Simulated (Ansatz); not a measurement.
Relaxed LaAlO$_{3}$ (cubic perovskite):

```xyz
5
Lattice="3.7716 0.0000 0.0000 0.0000 3.7716 0.0000 0.0000 0.0000 3.7716" Properties=species:S:1:pos:R:3 pbc="T T T"
La     1.8858     1.8858     1.8858
Al     0.0000     0.0000     0.0000
O      0.0000     1.8858     0.0000
O      1.8858     0.0000     0.0000
O      0.0000     0.0000     1.8858
```

Scan: atom 3 (O, nearest neighbour Al at 1.886 Å; its periodic images, 3.8 Å or more away, move with it) is displaced towards the nearest neighbour, direction (0.000, -1.000, 0.000) in Cartesian axes, by s. The other atoms stay.

These are PBEsol (plane waves to 420 eV, PAW, scalar-relativistic; Ansatz, a program for electronic structure) values and carry that method's errors. k mesh 7×7×7 (Γ-centred), Fermi-Dirac smearing 0.05 eV. Energies are smeared free energies. Stress and pressure are positive under compression. LaAlO3 is run without spin polarisation. LaAlO3 was relaxed with its symmetry unable to fall. This is a high-temperature form of LaAlO3. ΔE is measured from the undisplaced structure.

Task: Give the computed ΔE (meV/cell) and P (GPa) at s (Å) = -0.380, -0.228, -0.152, 0.076, 0.304.

Result: 
| s (Å) | ΔE (meV/cell) | P (GPa) |
|---|---|---|
| -0.380 | 2056 | 16.1 |
| -0.228 | 616 | 5.2 |
| -0.152 | 258 | 2.2 |
| 0.076 | 62 | 0.5 |
| 0.304 | 1188 | 9.7 |

(For displaced atoms, the force is minus the slope of the energy, and its curvature is a force constant, which sets phonon frequencies.)
